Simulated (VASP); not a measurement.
Runs of VASP 6.6.1 on B. It takes space group P6_3/mmc (No. 194, hexagonal). Conventional cell: a = 2.963 Å, b = 2.963 Å, c = 9.152 Å, α = 90.00°, β = 90.00°, γ = 120.00°. B (site symmetry 3m) is surrounded by 4 B at 1.72 to 1.80 Å. Around B (site symmetry -6m2) lie 3 B at 1.71 Å. B (site symmetry -6m2) has 5 B at 1.71 to 1.72 Å as nearest neighbours. Around B (site symmetry -3m) lie 6 B at 1.80 Å. The cell was built by a generator and needn't be a form met in nature.

```csv
task,cell,k mesh,cutoff (eV),mesh quality,gap on the mesh (eV),pressure (GPa),relaxed volume (Å³/atom),largest force (eV/Å)
single point,"P6_3/mmc, 6.96 Å³/atom",15 × 15 × 4,520,not flagged,none,0.0,-,-
single point,"P6_3/mmc, 6.95 Å³/atom",6 × 6 × 2,520,coarse,none,-0.2,-,0.04
relaxation of cell and atoms,relaxed,6 × 6 × 2,600,coarse,none,0.1,6.90,0.02
relaxation of cell and atoms,relaxed,15 × 15 × 4,600,not flagged,none,-0.1,(b),0.01
single point,"P6_3/mmc, 7.7 Å³/atom",6 × 6 × 2,520,coarse,none,(a),-,1.17
```

Alike in all rows: level PBE; potentials or basis VASP PAW PBE potentials, release 64 (B); no spin polarisation; smearing gaussian 0.1 eV.

Question: Fill in the values left out.

Answer: (a) -11.5; (b) 6.96.

Caveats: some runs use coarse meshes; forces of over 1 eV/Å show positions far from the minimum, so gaps and moduli don't describe the material at rest (some runs).

A gap of «none» marks a metal or a gap under the smearing width.
